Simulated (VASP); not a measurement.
# Lu (P6_3/mmc) in VASP: notebook

Runs on Lu. Level: PBE. Tasks: single point.

Everything below comes from runs of VASP 6.6.1. Logs are shortened: lines on timing, memory, paths and dates and some standing lists are left out, and cuts for length are marked.

## Step 1: The crystal as given

It takes space group P6_3/mmc (No. 194, hexagonal). The conventional cell has a = 3.503 Å, b = 3.503 Å, c = 5.551 Å, α = 90.00°, β = 90.00°, γ = 120.00°. Lu (site symmetry -6m2) is surrounded by 12 Lu at 3.43 to 3.50 Å.

## Step 2: Single point, PBE

Contents of INCAR:

```
SYSTEM = Lu
  PREC = Accurate
  ENCUT = 400
  EDIFF = 1E-6
  ISMEAR = 0
  SIGMA = 0.1
  LREAL = .False.
  LASPH = .True.
  NELM = 100
  ALGO = Normal
  ISIF = 2
  LWAVE = .False.
  LCHARG = .False.
  GGA = PE
  ADDGRID = .False.
```

Contents of KPOINTS:

```
regular mesh
0
Gamma
  11 11 6
  0 0 0
```

Contents of POSCAR:

```
Lu
1.0
    3.5031000000      0.0000000000      0.0000000000
   -1.7515500000      3.0337735920      0.0000000000
    0.0000000000      0.0000000000      5.5509000000
Lu
2
Direct
    0.6666666667      0.3333333333      0.7500000000
    0.3333333333      0.6666666667      0.2500000000
```

Potentials or basis: VASP PAW PBE potentials, release 64 (Lu_3), 4f in core.

Launch:

```console
$ cat potpaw_PBE.64/Lu_3/POTCAR > POTCAR
$ mpirun -np 1 vasp_std > vasp.out
```

OUTCAR:

```text
SYSTEM = Lu
   PREC = Accurate
   ENCUT = 400
   EDIFF = 1E-6
   ISMEAR = 0
   LREAL = .False.
   LASPH = .True.
   NELM = 100
   ISIF = 2
   GGA = PE

 Found     64 irreducible k-points:

 Following reciprocal coordinates:
            Coordinates               Weight
  0.000000  0.000000  0.000000      1.000000
  0.090909  0.000000  0.000000      6.000000
  0.181818  0.000000  0.000000      6.000000
  0.272727 -0.000000  0.000000      6.000000
  0.363636  0.000000  0.000000      6.000000
  0.454545  0.000000  0.000000      6.000000
   k-points           NKPTS =     64   k-points in BZ     NKDIM =     64   number of bands    NBANDS=     13
   number of dos      NEDOS =    301   number of ions     NIONS =      2
   total plane-waves  NPLWV =  20736
   dimension x,y,z NGX =    24 NGY =   24 NGZ =   36
   dimension x,y,z NGXF=    48 NGYF=   48 NGZF=   72
   ions per type =               2
   NGX,Y,Z   is equivalent  to a cutoff of  11.39, 11.39, 10.78 a.u.
   NGXF,Y,Z  is equivalent  to a cutoff of  22.78, 22.78, 21.56 a.u.
 SYSTEM =  Lu
   PREC   = accura    normal or accurate (medium, high low for compatibility)
   ISTART =      0    job   : 0-new  1-cont  2-samecut
   ICHARG =      2    charge: 1-file 2-atom 10-const
   ISPIN  =      1    spin polarized calculation?
   LNONCOLLINEAR =      F non collinear calculations
   LSORBIT =      F    spin-orbit coupling
   LASPH  =      T    aspherical Exc in radial PAW
   ENCUT  =  400.0 eV  29.40 Ry    5.42 a.u.   5.71  5.71  9.05*2*pi/ulx,y,z
   NELM   =    100;   NELMIN=  2; NELMDL= -5     # of ELM steps
   EDIFF  = 0.1E-05   stopping-criterion for ELM
   LREAL  =      F    real-space projection
   EDIFFG = 0.1E-04   stopping-criterion for IOM
   NSW    =      0    number of steps for IOM
   IBRION =     -1    ionic relax: 0-MD 1-quasi-New 2-CG
   NFREE  =      0    steps in history (QN), initial steepest desc. (CG)
   ISIF   =      2    stress and relaxation
   ISYM   =      2    0-nonsym 1-usesym 2-fastsym
   POTIM  = 0.5000    time-step for ionic-motion
   TEBEG  =    0.0;   TEEND  =   0.0 temperature during run
   PSTRESS=    0.0 pullay stress
   NELECT =      18.0000    total number of electrons
   NUPDOWN=      -1.0000    fix difference up-down
   EMIN   =  10.00;   EMAX   =-10.00  energy-range for DOS
   EFERMI =   0.00;   METHOD = LEGACY
   ISMEAR =     0;   SIGMA  =   0.10  broadening in eV -4-tet -1-fermi 0-gaus
   EFERMI_NEDOS =   21; number of points for ismear=-14 and -15
   IALGO  =     38    algorithm
   IMIX   =      4    mixing-type and parameters
     AMIX     =   0.40;   BMIX     =  1.00
     AMIX_MAG =   1.60;   BMIX_MAG =  1.00
  volume/ion in A,a.u.               =      29.50       199.05
  Fermi-wavevector in a.u.,A,eV,Ry     =   1.102130  2.082723 16.526853  1.214689
  Thomas-Fermi vector in A             =   2.238568
   LORBIT       =      0    0 simple, 1 ext, 2 COOP (PROOUT), +10 PAW based schemes
   GGA     = PE    functional components
   LHFCALC =     F    Hartree Fock is set to
   AEXX    =    0.0000 exact exchange contribution
   IVDW    =     0    specifies the selected vdW correction
   LEPSILON=     F    determine dielectric tensor
   LRPA    =     F    only Hartree local field effects (RPA)
 non-spin polarized calculation
 Gauss-broadening in eV      SIGMA  =   0.10
  energy-cutoff  :      400.00
  volume of cell :       58.99
 maximum number of plane-waves:      1092
 NGX is ok and might be reduce to    24
   NGX = 11   NGY = 11   NGZ = 19

 number of electron      18.0000003 magnetization

 Free energy of the ion-electron system (eV)
  ---------------------------------------------------
  ext. energy  EPLUGINS =         0.00000000
  ---------------------------------------------------
  free energy    TOTEN  =        -8.91486778 eV

  energy without entropy =       -8.89957536  energy(sigma->0) =       -8.90722157

 E-fermi :   2.7789     XC(G=0):  -9.9082

 val. band max:        2.7662133463   @ k =   0.3636   0.0000   0.0000
 cond. band min:       2.8160357404   @ k =   0.3636   0.1818   0.3333
 fundamental gap:      0.0498223941
 Fermi energy:         2.7788859439

 k-point     1 :       0.0000    0.0000    0.0000
  band No.  band energies     occupation
      1     -24.2687      2.00000
      2     -23.8601      2.00000
      3     -23.8601      2.00000
      4     -23.7841      2.00000
      5     -23.7841      2.00000
      6     -23.7578      2.00000
      7      -3.2478      2.00000
      8       0.3402      2.00000
      9       3.3276      0.00000
     10       4.9920      0.00000
     11       4.9925      0.00000
     12       5.2791      0.00000
     13       5.6926      0.00000

 k-point     2 :       0.0909    0.0000    0.0000
  band No.  band energies     occupation
      1     -24.2560      2.00000
      2     -23.8863      2.00000
      3     -23.8689      2.00000
      4     -23.8118      2.00000
      5     -23.7878      2.00000
      6     -23.7636      2.00000
      7      -3.0511      2.00000
      8       0.5420      2.00000
      9       3.1937      0.00000
     10       4.5002      0.00000
     11       5.1791      0.00000
     12       5.4399      0.00000
     13       5.7145      0.00000

 k-point     3 :       0.1818    0.0000    0.0000
  band No.  band energies     occupation
      1     -24.2200      2.00000
      2     -23.9570      2.00000
      3     -23.8918      2.00000
      4     -23.8844      2.00000
      5     -23.7985      2.00000
      6     -23.7811      2.00000
      7      -2.4863      2.00000
      8       1.0872      2.00000
      9       2.8621      0.23915
     10       3.7839      0.00000
     11       4.8403      0.00000
     12       5.4328      0.00000
     13       5.6869      0.00000

 k-point     4 :       0.2727   -0.0000    0.0000
  band No.  band energies     occupation
      1     -24.1670      2.00000
      2     -24.0501      2.00000
      3     -23.9758      2.00000
      4     -23.9207      2.00000
      5     -23.8136      2.00000
      6     -23.8098      2.00000
      7      -1.6313      2.00000
      8       1.7030      2.00000
      9       2.4730      1.99998
     10       3.1621      0.00000
     11       4.4066      0.00000
     12       4.9058      0.00000
     13       5.2362      0.00000

 k-point     5 :       0.3636    0.0000    0.0000
  band No.  band energies     occupation
      1     -24.1358      2.00000
      2     -24.1073      2.00000
      3     -24.0564      2.00000
      4     -23.9463      2.00000
      5     -23.8471      2.00000
      6     -23.8280      2.00000
      7      -0.6272      2.00000
      8       1.8149      2.00000
      9       2.1477      2.00000
     10       2.7662      1.14223
     11       4.5258      0.00000
     12       4.5902      0.00000
     13       4.9112      0.00000

 k-point     6 :       0.4545    0.0000    0.0000
  band No.  band energies     occupation
      1     -24.1867      2.00000
      2     -24.1030      2.00000
      3     -24.0602      2.00000
      4     -23.9612      2.00000
      5     -23.8808      2.00000
      6     -23.8369      2.00000
      7       0.2588      2.00000
      8       1.4967      2.00000
      9       1.9657      2.00000
     10       2.5038      1.99990
     11       4.3301      0.00000
     12       4.7392      0.00000
     13       5.0347      0.00000

 [... further k-points ...]

------------------------ aborting loop because EDIFF is reached ----------------------------------------

  FORCE on cell =-STRESS in cart. coord.  units (eV):
  Direction    XX          YY          ZZ          XY          YZ          ZX
  --------------------------------------------------------------------------------------
  -------------------------------------------------------------------------------------
  Total        0.0951300      0.0951300     -0.3587533      0.0000000      0.0000000      0.0000000
  in kB        2.5836226      2.5836226     -9.7433302      0.0000000      0.0000000      0.0000000
  external PRESSURE =      -1.5253616 kB  Pullay stress =       0.0000000 kB

 VOLUME and BASIS-vectors are now :
 -----------------------------------------------------------------------------
  energy-cutoff  :      400.00
  volume of cell :       58.99
      direct lattice vectors                 reciprocal lattice vectors
     3.503100000  0.000000000  0.000000000     0.285461448  0.164811244  0.000000000
    -1.751550000  3.033773592  0.000000000     0.000000000  0.329622488  0.000000000
     0.000000000  0.000000000  5.550900000     0.000000000  0.000000000  0.180150967

 POSITION                                       TOTAL-FORCE (eV/Angst)
 -----------------------------------------------------------------------------------
      1.75155      1.01126      4.16318         0.000000     -0.000000      0.000000
     -0.00000      2.02252      1.38773        -0.000000      0.000000      0.000000
 -----------------------------------------------------------------------------------
    total drift:                               -0.000000      0.000000     -0.000000

  FREE ENERGIE OF THE ION-ELECTRON SYSTEM (eV)
  ---------------------------------------------------
  free  energy   TOTEN  =        -8.9148677760 eV

  energy  without entropy=       -8.8995753646  energy(sigma->0) =       -8.90722157
```

It took 11 s on 1 thread of Intel Xeon 6975P-C (Granite Rapids), shared host; peak memory 0.17 GiB.

The run converged, but some of its settings lie outside the range that counts as converged, so its numbers aren't taken as properties of the crystal.

Results:

```
Free energy            : -8.9149 eV
Pressure               : -0.2 GPa
Band gap on the k mesh : none (metal or under the smearing width)
```

## Step 3: Single point, PBE

INCAR is that of step 2.

KPOINTS is that of step 2.

Contents of POSCAR:

```
Lu
1.0
    3.5031000000      0.0000000000      0.0000000000
   -1.7515500000      3.0337735920      0.0000000000
    0.0000000000      0.0000000000      5.5509000000
Lu
2
Direct
    0.6483880000      0.2977880000      0.7516770000
    0.3414390000      0.6668870000      0.2457360000
```

Potentials or basis: VASP PAW PBE potentials, release 64 (Lu_3), 4f in core.

Launch:

```console
$ cat potpaw_PBE.64/Lu_3/POTCAR > POTCAR
$ mpirun -np 1 vasp_std > vasp.out
```

Wall time 51 s (1 thread of Intel Xeon 6975P-C (Granite Rapids), shared host); peak memory 0.29 GiB.

These settings aren't checked as converged: the numbers below hold their error.

What came out:

```yaml
Free_energy: -8.9026 eV
Pressure: -0.1 GPa
Largest_force: 0.224 eV/Å
Band_gap_on_the_k_mesh: none (metal or under the smearing width)
```

## Step 4: Single point, PBE

Edit INCAR of step 3 so:

```diff
@@ -2,3 +2,3 @@
   PREC = Accurate
-  ENCUT = 400
+  ENCUT = 700
   EDIFF = 1E-6
```

Contents of KPOINTS:

```
regular mesh
0
Gamma
  8 8 5
  0 0 0
```

Contents of POSCAR:

```
Lu
1.0
    3.5031000000      0.0000000000      0.0000000000
   -1.7515500000      3.0337735920      0.0000000000
    0.0000000000      0.0000000000      5.5509000000
Lu
2
Direct
    0.6666666667      0.3333333333      0.7500000000
    0.3333333333      0.6666666667      0.2500000000
```

Potentials or basis: VASP PAW PBE potentials, release 64 (Lu_3), 4f in core.

Launch:

```console
$ cat potpaw_PBE.64/Lu_3/POTCAR > POTCAR
$ mpirun -np 1 vasp_std > vasp.out
```

OUTCAR:

```text
SYSTEM = Lu
   PREC = Accurate
   ENCUT = 700
   EDIFF = 1E-6
   ISMEAR = 0
   LREAL = .False.
   LASPH = .True.
   NELM = 100
   ISIF = 2
   GGA = PE

 Found     30 irreducible k-points:

 Following reciprocal coordinates:
            Coordinates               Weight
  0.000000  0.000000  0.000000      1.000000
  0.125000  0.000000  0.000000      6.000000
  0.250000  0.000000  0.000000      6.000000
  0.375000  0.000000  0.000000      6.000000
  0.500000  0.000000  0.000000      3.000000
  0.125000  0.125000  0.000000      6.000000
   k-points           NKPTS =     30   k-points in BZ     NKDIM =     30   number of bands    NBANDS=     13
   number of dos      NEDOS =    301   number of ions     NIONS =      2
   total plane-waves  NPLWV =  43200
   dimension x,y,z NGX =    30 NGY =   30 NGZ =   48
   dimension x,y,z NGXF=    60 NGYF=   60 NGZF=   96
   ions per type =               2
   NGX,Y,Z   is equivalent  to a cutoff of  14.24, 14.24, 14.38 a.u.
   NGXF,Y,Z  is equivalent  to a cutoff of  28.47, 28.47, 28.75 a.u.
 SYSTEM =  Lu
   PREC   = accura    normal or accurate (medium, high low for compatibility)
   ISTART =      0    job   : 0-new  1-cont  2-samecut
   ICHARG =      2    charge: 1-file 2-atom 10-const
   ISPIN  =      1    spin polarized calculation?
   LNONCOLLINEAR =      F non collinear calculations
   LSORBIT =      F    spin-orbit coupling
   LASPH  =      T    aspherical Exc in radial PAW
   ENCUT  =  700.0 eV  51.45 Ry    7.17 a.u.   7.56  7.56 11.97*2*pi/ulx,y,z
   NELM   =    100;   NELMIN=  2; NELMDL= -5     # of ELM steps
   EDIFF  = 0.1E-05   stopping-criterion for ELM
   LREAL  =      F    real-space projection
   EDIFFG = 0.1E-04   stopping-criterion for IOM
   NSW    =      0    number of steps for IOM
   IBRION =     -1    ionic relax: 0-MD 1-quasi-New 2-CG
   NFREE  =      0    steps in history (QN), initial steepest desc. (CG)
   ISIF   =      2    stress and relaxation
   ISYM   =      2    0-nonsym 1-usesym 2-fastsym
   POTIM  = 0.5000    time-step for ionic-motion
   TEBEG  =    0.0;   TEEND  =   0.0 temperature during run
   PSTRESS=    0.0 pullay stress
   NELECT =      18.0000    total number of electrons
   NUPDOWN=      -1.0000    fix difference up-down
   EMIN   =  10.00;   EMAX   =-10.00  energy-range for DOS
   EFERMI =   0.00;   METHOD = LEGACY
   ISMEAR =     0;   SIGMA  =   0.10  broadening in eV -4-tet -1-fermi 0-gaus
   EFERMI_NEDOS =   21; number of points for ismear=-14 and -15
   IALGO  =     38    algorithm
   IMIX   =      4    mixing-type and parameters
     AMIX     =   0.40;   BMIX     =  1.00
     AMIX_MAG =   1.60;   BMIX_MAG =  1.00
[... 21 lines left out ...]
  ext. energy  EPLUGINS =         0.00000000
  ---------------------------------------------------
  free energy    TOTEN  =        -8.90551651 eV

  energy without entropy =       -8.88333758  energy(sigma->0) =       -8.89442705

 E-fermi :   2.7686     XC(G=0):  -9.9088

 val. band max:        2.7588679274   @ k =   0.5000   0.0000   0.4000
 cond. band min:       2.7719889910   @ k =   0.5000   0.0000   0.4000
 fundamental gap:      0.0131210637
 Fermi energy:         2.7685878700

 k-point     1 :       0.0000    0.0000    0.0000
  band No.  band energies     occupation
      1     -24.2698      2.00000
      2     -23.8653      2.00000
      3     -23.8653      2.00000
      4     -23.7894      2.00000
      5     -23.7894      2.00000
      6     -23.7591      2.00000
      7      -3.2480      2.00000
      8       0.3379      2.00000
      9       3.3285      0.00000
     10       4.9889      0.00000
     11       4.9898      0.00000
     12       5.2725      0.00000
     13       5.6898      0.00000
[... 66 lines left out ...]
  band No.  band energies     occupation
      1     -24.2024      2.00000
      2     -23.9813      2.00000
      3     -23.9535      2.00000
      4     -23.8839      2.00000
      5     -23.8198      2.00000
      6     -23.7921      2.00000
      7      -2.1841      2.00000
      8       1.3702      2.00000
      9       2.7276      1.43787
     10       3.4948      0.00000
     11       4.6204      0.00000
     12       5.1044      0.00000
     13       5.5985      0.00000

 [... further k-points ...]

------------------------ aborting loop because EDIFF is reached ----------------------------------------

  FORCE on cell =-STRESS in cart. coord.  units (eV):
  Direction    XX          YY          ZZ          XY          YZ          ZX
  --------------------------------------------------------------------------------------
  -------------------------------------------------------------------------------------
  Total        0.1147405      0.1147405     -0.1813031      0.0000000      0.0000000      0.0000000
  in kB        3.1162195      3.1162195     -4.9239836      0.0000000      0.0000000      0.0000000
  external PRESSURE =       0.4361518 kB  Pullay stress =       0.0000000 kB

 VOLUME and BASIS-vectors are now :
 -----------------------------------------------------------------------------
  energy-cutoff  :      700.00
  volume of cell :       58.99
      direct lattice vectors                 reciprocal lattice vectors
     3.503100000  0.000000000  0.000000000     0.285461448  0.164811244  0.000000000
    -1.751550000  3.033773592  0.000000000     0.000000000  0.329622488  0.000000000
     0.000000000  0.000000000  5.550900000     0.000000000  0.000000000  0.180150967

 POSITION                                       TOTAL-FORCE (eV/Angst)
 -----------------------------------------------------------------------------------
      1.75155      1.01126      4.16318         0.000000      0.000000      0.000000
     -0.00000      2.02252      1.38773        -0.000000      0.000000      0.000000
 -----------------------------------------------------------------------------------
    total drift:                               -0.000000      0.000000     -0.000000

  FREE ENERGIE OF THE ION-ELECTRON SYSTEM (eV)
  ---------------------------------------------------
  free  energy   TOTEN  =        -8.9055165147 eV

  energy  without entropy=       -8.8833375759  energy(sigma->0) =       -8.89442705
```

OSZICAR:

```text
N       E                     dE             d eps       ncg     rms          rms(c)
DAV:   1     0.525654476695E+02    0.52565E+02   -0.99574E+03  1305   0.181E+03
DAV:   2    -0.630683356831E+01   -0.58872E+02   -0.58032E+02  1326   0.755E+02
DAV:   3    -0.881922851569E+01   -0.25124E+01   -0.23899E+01  1408   0.644E+01
DAV:   4    -0.890969776603E+01   -0.90469E-01   -0.88647E-01  1407   0.107E+01
DAV:   5    -0.891352165830E+01   -0.38239E-02   -0.37285E-02  1379   0.202E+00    0.254E+01
DAV:   6    -0.889958645429E+01    0.13935E-01   -0.36361E-02  1295   0.430E+00    0.151E+01
DAV:   7    -0.890564234713E+01   -0.60559E-02   -0.67857E-02  1270   0.577E+00    0.368E-01
DAV:   8    -0.890550935422E+01    0.13299E-03   -0.47326E-03  1268   0.101E+00    0.927E-02
DAV:   9    -0.890552065806E+01   -0.11304E-04   -0.21692E-04  1371   0.233E-01    0.292E-02
DAV:  10    -0.890551609225E+01    0.45658E-05   -0.22602E-05  1313   0.780E-02    0.329E-02
DAV:  11    -0.890551651469E+01   -0.42244E-06   -0.72961E-07   735   0.187E-02
   1 F= -.89055165E+01 E0= -.88944270E+01  d E =-.221789E-01
```

It took 17 s on 1 thread of Intel Xeon 6975P-C (Granite Rapids), shared host; peak memory 0.21 GiB.

The run converged, but some of its settings lie outside the range that counts as converged, so its numbers aren't taken as properties of the crystal.

What came out:

```yaml
Free_energy: -8.9055 eV
Pressure: 0.0 GPa
Band_gap_on_the_k_mesh: none (metal or under the smearing width)
```

[end of part 1 of 2]
